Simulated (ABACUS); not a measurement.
# InP (F-43m) in ABACUS: further runs

Runs on InP. Level: LDA-PW92. Tasks: equation of state.

Everything below comes from runs of ABACUS 3.10.1. Logs are shortened: lines on timing, memory, paths and dates and some standing lists are left out, and cuts for length are marked.

**Measured values to compare with.**

A printed reference work, data compilation reports, for a bulk crystal of InP: bulk modulus 71 GPa.

The runs below are set against these values where they give the same quantity.

## Step 1: The crystal as given

It takes space group F-43m (No. 216, cubic). Conventional cell: a = 5.861 Å, b = 5.861 Å, c = 5.861 Å, α = 90.00°, β = 90.00°, γ = 90.00°. Around In (site symmetry -43m) lie 4 P at 2.54 Å. P (site symmetry -43m) is surrounded by 4 In at 2.54 Å.

## Step 2: Equation of state, LDA-PW92, 23.66 Å³/atom (volume scaled by 0.94)

The input, run_abacus.py:

```python
"""ABACUS run from a structure file: ASE reads it, the script writes STRU, KPT and INPUT."""
import re
import subprocess
from ase.io import read
from ase.units import Bohr

atoms = read("InP.cif")
atoms = atoms[(-atoms.numbers).argsort(kind="stable")]  # ABACUS lists atoms element by element
pseudo = {'In': 'in_lda_v1.4.uspp.F.UPF', 'P': 'p_lda_v1.5.uspp.F.UPF'}
orbital = {}
magmoms = None
kmesh = [6, 6, 6]
params = {
    'suffix': 'InP',
    'calculation': 'scf',
    'basis_type': 'pw',
    'pseudo_dir': './',
    'symmetry': 1,
    'dft_functional': 'LDA_X+LDA_C_PW',
    'ecutwfc': 40,
    'pseudo_rcut': 10,
    'nspin': 1,
    'nbands': 13,
    'ks_solver': 'dav',
    'smearing_method': 'fd',
    'smearing_sigma': 0.00367493,
    'scf_thr': 1e-08,
    'scf_nmax': 100,
    'mixing_type': 'broyden',
    'mixing_beta': 0.7,
    'cal_force': 1,
    'cal_stress': 1,
    'ecutrho': 320,
    'kpar': 4,
}

symbols = atoms.get_chemical_symbols()
elements = list(dict.fromkeys(symbols))
lines = ["ATOMIC_SPECIES"] + [f"{e} {atoms.get_masses()[symbols.index(e)]:.4f} {pseudo[e]}" for e in elements]
if orbital:
    lines += ["", "NUMERICAL_ORBITAL"] + [orbital[e] for e in elements]
lines += ["", "LATTICE_CONSTANT", f"{1 / Bohr:.10f}", "", "LATTICE_VECTORS"]
lines += [" ".join(f"{x:.10f}" for x in v) for v in atoms.cell]
lines += ["", "ATOMIC_POSITIONS", "Direct"]
for e in elements:
    lines += ["", e, "0.0", str(symbols.count(e))]
    for i, p in enumerate(atoms.get_scaled_positions(wrap=False)):
        if symbols[i] == e:
            mag = "" if magmoms is None else " mag " + " ".join(str(x) for x in (magmoms[i] if isinstance(magmoms[i], list) else [magmoms[i]]))
            lines.append(" ".join(f"{x:.10f}" for x in p) + " 1 1 1" + mag)
open("STRU", "w").write("\n".join(lines) + "\n")
open("KPT", "w").write("K_POINTS\n0\nGamma\n%d %d %d 0 0 0\n" % tuple(kmesh))
open("INPUT", "w").write("INPUT_PARAMETERS\n" + "".join(f"{k:<20s}{v}\n" for k, v in params.items()))

done = subprocess.run(['mpirun', '-np', '4', 'abacus'])
if done.returncode:
    raise SystemExit(done.returncode)
log = open("OUT.InP/running_scf.log").read()
print("final energy (eV):", re.findall(r"FINAL_ETOT_IS (\S+)", log))
```

The input, InP.cif:

```cif
data_InP
_cell_length_a 4.05975048
_cell_length_b 4.05975048
_cell_length_c 4.05975048
_cell_angle_alpha 60.00000000
_cell_angle_beta 60.00000000
_cell_angle_gamma 60.00000000
_space_group_name_H-M_alt 'P1'
_space_group_name_Hall 'P 1'
_space_group_IT_number 1
loop_
_space_group_symop_operation_xyz
'x,y,z'
loop_
_atom_site_label
_atom_site_type_symbol
_atom_site_symmetry_multiplicity
_atom_site_Wyckoff_symbol
_atom_site_fract_x
_atom_site_fract_y
_atom_site_fract_z
_atom_site_occupancy
In1 In 1 a 0.0000000000 0.0000000000 0.0000000000 1
P1 P 1 a 0.7500000000 0.7500000000 0.7500000000 1
```

Potentials or basis: GBRV ultrasoft 1.5 LDA, plane waves.

On the command line:

```sh
> OMP_NUM_THREADS=1 python run_abacus.py > log
```

running log:

```text
ABACUS v3.10.1

               Atomic-orbital Based Ab-initio Computation at UStc

 ------------------------------------------------------------------------------------

 READING GENERAL INFORMATION
                           global_out_dir = OUT.InP/
                           global_in_card = INPUT
                               pseudo_dir = ./
                              orbital_dir =
                                    DSIZE = 4
                                    GSIZE = 1
[... 5 lines left out ...]

 READING ATOM TYPE 1
                               atom label = In
                      L=0, number of zeta = 1
                      L=1, number of zeta = 1
                      L=2, number of zeta = 1
             number of atom for this type = 1

 READING ATOM TYPE 2
                               atom label = P
                      L=0, number of zeta = 1
                      L=1, number of zeta = 1
                      L=2, number of zeta = 1
             number of atom for this type = 1

                        TOTAL ATOM NUMBER = 2
DIRECT COORDINATES
    atom                   x                   y                   z     mag                  vx                  vy                  vz
taud_In1            0.0000000000        0.0000000000        0.0000000000  0.0000        0.0000000000        0.0000000000        0.0000000000
taud_P1            0.7500000000        0.7500000000        0.7500000000  0.0000        0.0000000000        0.0000000000        0.0000000000

                          Volume (Bohr^3) = 319.286
                             Volume (A^3) = 47.3132

 Lattice vectors: (Cartesian coordinate: in unit of a_0)
             +4.05975                  +0                  +0
             +2.02988            +3.51585                  +0
             +2.02988            +1.17195            +3.31477
 Reciprocal vectors: (Cartesian coordinate: in unit of 2 pi/a_0)
            +0.246321           -0.142213            -0.10056
                   -0           +0.284426            -0.10056
                   +0                  -0            +0.30168
 The esolver type has been set to : ksdft_pw

                PAO radial cut off (Bohr) = 10

 Read in pseudopotential file is in_lda_v1.4.uspp.F.UPF
                     pseudopotential type = US
          exchange-correlation functional = PZ
                 nonlocal core correction = 1
                        valence electrons = 13
                                     lmax = 2
                           number of zeta = 3
[... 5 lines left out ...]
                           L of projector = 2
                           L of projector = 2
 XC functional updated to : LDA_X+LDA_C_PW
          exchange-correlation functional = LDA_X+LDA_C_PW
                PAO radial cut off (Bohr) = 10

 Read in pseudopotential file is p_lda_v1.5.uspp.F.UPF
                     pseudopotential type = US
          exchange-correlation functional = PZ
                 nonlocal core correction = 1
                        valence electrons = 5
                                     lmax = 2
                           number of zeta = 2
                     number of projectors = 6
                           L of projector = 0
                           L of projector = 0
                           L of projector = 1
                           L of projector = 1
                           L of projector = 2
                           L of projector = 2
 XC functional updated to : LDA_X+LDA_C_PW
          exchange-correlation functional = LDA_X+LDA_C_PW
     initial pseudo atomic orbital number = 13

 SETUP THE ELECTRONS NUMBER
            electron number of element In = 13
      total electron number of element In = 13
             electron number of element P = 5
       total electron number of element P = 5
            AUTOSET number of electrons:  = 18
                           occupied bands = 9
                                   NBANDS = 13
                                   NLOCAL = 18

%%%%%%%%%%%%%%%%%%%%%%%%%%%%%%%%%%%%%%%%%%%%%%%%%%%%%%%%%%%%%%%%%%%%%%%%%%%%%%%%%%%%%%%%%%%%%%%%%%%%%%%%%%
 Warning: the number of valence electrons in pseudopotential > 3 for In: [Kr] 4d10 5s2 5p1
 Pseudopotentials with additional electrons can yield (more) accurate outcomes, but may be less efficient.
 If you're confident that your chosen pseudopotential is appropriate, you can safely ignore this warning.
%%%%%%%%%%%%%%%%%%%%%%%%%%%%%%%%%%%%%%%%%%%%%%%%%%%%%%%%%%%%%%%%%%%%%%%%%%%%%%%%%%%%%%%%%%%%%%%%%%%%%%%%%%

 SETUP THE PLANE WAVE BASIS
 energy cutoff for charge/potential (unit:Ry) = 160
            fft grid for charge/potential = [ 32, 32, 32 ]
                        fft grid division = [ 1, 1, 1 ]
        big fft grid for charge/potential = [ 45, 45, 45 ]
                                     nbxx = 91125
                                     nrxx = 32768

[... 77 lines left out ...]
                                       S3 = 0
                                       S4 = 6
                                       S6 = 0
               POINT GROUP IN SPACE GROUP = T_d

 SETUP K-POINTS
                                    nspin = 1
                   Input type of k points = Monkhorst-Pack(Gamma)
                                   nkstot = 216
                       right hand lattice = 1
(for reciprocal lattice: )
[... 8 lines left out ...]
                       right hand lattice = 1
                        ROTATION MATRICES = 48
                               nkstot_ibz = 16
K-POINTS REDUCTION ACCORDING TO SYMMETRY
     IBZ    DIRECT_X    DIRECT_Y    DIRECT_Z  WEIGHT  ibz2bz
       1  0.00000000  0.00000000  0.00000000  0.0046       0
       2  0.16666667  0.16666667  0.16666667  0.0370       1
       3  0.33333333  0.33333333  0.33333333  0.0370       2
       4  0.50000000  0.50000000  0.50000000  0.0185       3
       5  0.16666667  0.16666667  0.00000000  0.0278       7
       6  0.33333333  0.33333333  0.16666667  0.1111       8
[... 8 lines left out ...]
      15  0.50000000  0.33333333 -0.33333333  0.1111      52
      16  0.50000000  0.33333333 -0.16666667  0.0556      58

                               nkstot now = 16
[... K-POINTS DIRECT COORDINATES: 16 rows ...]

           k-point number in this process = 4
       minimum distributed K point number = 4
[... stars of the k points ...]

[... K-POINTS CARTESIAN COORDINATES: 4 rows ...]

[... K-POINTS DIRECT COORDINATES: 4 rows ...]

 SETUP PLANE WAVES FOR WAVE FUNCTIONS
     energy cutoff for wavefunc (unit:Ry) = 40
              fft grid for wave functions = [ 32, 32, 32 ]
                    number of plane waves = 1687
                         number of sticks = 187

 PARALLEL PW FOR WAVE FUNCTIONS
     PROC   COLUMNS(POT)             PW
        1            187           1687
 --------------- sum -------------------
        1            187           1687

 SETUP NONLOCAL PSEUDOPOTENTIALS IN PLANE WAVE BASIS
 In non-local projectors:
 projector 1 L=0
 projector 2 L=0
 projector 3 L=1
 projector 4 L=1
 projector 5 L=2
 projector 6 L=2
 P non-local projectors:
 projector 1 L=0
 projector 2 L=0
 projector 3 L=1
 projector 4 L=1
 projector 5 L=2
 projector 6 L=2
      TOTAL NUMBER OF NONLOCAL PROJECTORS = 36

 Init Non-Local PseudoPotential table :
 Init Non-Local-Pseudopotential done.

                                     npwx = 1380

 Make real space PAO into reciprocal space.
       max mesh points in Pseudopotential = 769
     dq(describe PAO in reciprocal space) = 0.01
                                    max q = 763

 number of pseudo atomic orbitals for In is 3
WARNING: norm of atomic wavefunction # 3 of atomic type In is 0.99999, renormalized

 number of pseudo atomic orbitals for P is 2
WARNING: norm of atomic wavefunction # 2 of atomic type P is 0.999976, renormalized

 -------------------------------------------
 SELF-CONSISTENT
 -------------------------------------------
                                 init_chg = atomic

 PW ALGORITHM --------------- ION=   1  ELEC=   1--------------------------------

 Density error is 2.7436270335
                          Error Threshold = 0.01
----------------------------------------------------------
     Energy           Rydberg                 eV
----------------------------------------------------------
 E_KohnSham     -147.4637658410      -2006.3474639755
 E_Harris       -164.8425672686      -2242.7981878016
 E_Fermi        0.6347758051         8.6365679019
----------------------------------------------------------
[... 75 lines left out ...]
 Density error is 9.3012047924e-10
                          Error Threshold = 5.88355172185e-11
----------------------------------------------------------
     Energy           Rydberg                 eV
----------------------------------------------------------
 E_KohnSham     -148.7153205634      -2023.3757395588
 E_KS(sigma->0) -148.7153203530      -2023.3757366959
 E_Harris       -148.7153411683      -2023.3760199023
 E_band         -3.3262496671        -45.2559484430
 E_one_elec     -52.9111763011       -719.8934855777
 E_Hartree      39.0164169393        530.8455859179
 E_xc           -43.2304460812       -588.1803937856
 E_Ewald        -91.5901146996       -1246.1474403877
 E_entropy(-TS) -0.0000004208        -0.0000057258
 E_descf        0.0000000000         0.0000000000
 E_exx          0.0000000000         0.0000000000
 E_Fermi        0.5866786742         7.9821728644
----------------------------------------------------------

 charge density convergence is achieved
 final etot is -2023.3757396 eV
 EFERMI = 7.9821728644 eV

 STATE ENERGY(eV) AND OCCUPATIONS    NSPIN == 1
 1/4 kpoint (Cartesian) = 0.0000 0.0000 0.0000 (1363 pws)
       1       -6.76434     0.00925926
       2       -6.76434     0.00925926
       3       -6.76434     0.00925926
       4       -6.57587     0.00925926
       5       -6.57587     0.00925926
       6       -4.45879     0.00925926
       7        7.56378     0.00925711
       8        7.56378     0.00925711
       9        7.56378     0.00925711
      10        8.34536    6.48159e-06
      11        11.4903    3.12809e-33
      12        11.4903    3.12809e-33
      13        11.4903    3.12809e-33
[... 32 lines left out ...]
       1       -6.91766      0.0370370
       2       -6.71631      0.0370370
       3       -6.71631      0.0370370
       4       -6.55948      0.0370370
       5       -6.55948      0.0370370
       6       -2.48136      0.0370370
       7        1.36308      0.0370370
       8        6.46661      0.0370370
       9        6.46661      0.0370370
      10        8.99822    5.53768e-11
      11        12.2581    2.68341e-39
      12        12.2581    2.68341e-39
      13        14.5465    3.56151e-59

------------------------------------------------------------------------------------------
 TOTAL-FORCE (eV/Angstrom)
------------------------------------------------------------------------------------------
                       In1         0.0000000000         0.0000000000         0.0000000000
                        P1         0.0000000000         0.0000000000         0.0000000000
------------------------------------------------------------------------------------------

----------------------------------------------------------------
 TOTAL-STRESS (KBAR)
----------------------------------------------------------------
        27.4580469965        -0.0000000000        -0.0000000000
         0.0000000000        27.4580469966         0.0000000003
        -0.0000000000         0.0000000003        27.4580469971
----------------------------------------------------------------
 TOTAL-PRESSURE: 27.458047 KBAR

 --------------------------------------------
 !FINAL_ETOT_IS -2023.3757395588422696 eV
 --------------------------------------------
```

It took 15 s on 4 MPI ranks of Intel Xeon 6975P-C (Granite Rapids), shared host; peak memory 0.68 GiB.

What came out:

| Item | Value |
| --- | --- |
| Free energy | -2023.3757 eV |
| Pressure | 2.7 GPa |
| Band gap on the k mesh | 0.78 eV, direct |

Caveat: spin-orbit coupling is left out, which moves the levels of the heavy elements.

## Step 3: Equation of state, LDA-PW92, 24.66 Å³/atom (volume scaled by 0.98)

run_abacus.py is that of step 2.

Changes to InP.cif since step 2:

```diff
@@ -1,5 +1,5 @@
 data_InP
-_cell_length_a 4.05975048
-_cell_length_b 4.05975048
-_cell_length_c 4.05975048
+_cell_length_a 4.11653756
+_cell_length_b 4.11653756
+_cell_length_c 4.11653756
 _cell_angle_alpha 60.00000000
```

Potentials or basis: GBRV ultrasoft 1.5 LDA, plane waves.

On the command line:

```sh
> OMP_NUM_THREADS=1 python run_abacus.py > log
```

Wall time 13 s (4 MPI ranks of Intel Xeon 6975P-C (Granite Rapids), shared host); peak memory 0.72 GiB.

The run converged. Its results:

```
Free energy            : -2023.3966 eV
Pressure               : -0.5 GPa
Band gap on the k mesh : 0.56 eV, direct
```

Caveat: spin-orbit coupling is left out, which moves the levels of the heavy elements.

## Step 4: Equation of state, LDA-PW92, 25.67 Å³/atom (volume scaled by 1.02)

run_abacus.py is that of step 3.

Changes to InP.cif since step 3:

```diff
@@ -1,5 +1,5 @@
 data_InP
-_cell_length_a 4.11653756
-_cell_length_b 4.11653756
-_cell_length_c 4.11653756
+_cell_length_a 4.17179969
+_cell_length_b 4.17179969
+_cell_length_c 4.17179969
 _cell_angle_alpha 60.00000000
```

On the command line:

```sh
> OMP_NUM_THREADS=1 python run_abacus.py > log
```

Wall time 14 s (4 MPI ranks of Intel Xeon 6975P-C (Granite Rapids), shared host); peak memory 0.68 GiB.

It converged, with:

| Item | Value |
| --- | --- |
| Free energy | -2023.3810 eV |
| Pressure | -3.1 GPa |
| Band gap on the k mesh | 0.35 eV, direct |

Caveat: spin-orbit coupling is left out, which moves the levels of the heavy elements.

## Step 5: Equation of state, LDA-PW92, 26.68 Å³/atom (volume scaled by 1.06)

run_abacus.py is that of step 4.

Changes to InP.cif since step 4:

```diff
@@ -1,5 +1,5 @@
 data_InP
-_cell_length_a 4.17179969
-_cell_length_b 4.17179969
-_cell_length_c 4.17179969
+_cell_length_a 4.22563530
+_cell_length_b 4.22563530
+_cell_length_c 4.22563530
 _cell_angle_alpha 60.00000000
```

On the command line:

```sh
> OMP_NUM_THREADS=1 python run_abacus.py > log
```

It took 17 s on 4 MPI ranks of Intel Xeon 6975P-C (Granite Rapids), shared host; peak memory 0.72 GiB.

It converged, with:

* Free energy: -2023.3360 eV
* Pressure: -5.1 GPa
* Band gap on the k mesh: 0.14 eV, direct

Caveat: spin-orbit coupling is left out, which moves the levels of the heavy elements.

## Step 6: Equation of state, LDA-PW92

Potentials or basis: GBRV ultrasoft 1.5 LDA, plane waves.

No new run: the results of the series are fitted here.

Results:

| Quantity | Value |
| --- | --- |
| Equilibrium volume | 24.70 Å³/atom |
| Bulk modulus | 70 GPa |
| Pressure derivative of the bulk modulus | 4.2 (rough: it moves with the points fitted) |

Energy against volume, from the lowest point:
```
volume (Å³/atom)  energy (meV/atom)
          23.657              10.42
          24.663               0.00
          25.670               7.79
          26.677              30.31
```

## Step 7: Against experiment

Step 6. A measured bulk modulus of InP is 71 GPa (a printed reference work, data compilation); the calculated 70 GPa misses it by -1.0 %. The fit is for a static lattice scaled at fixed shape and fixed fractional positions.
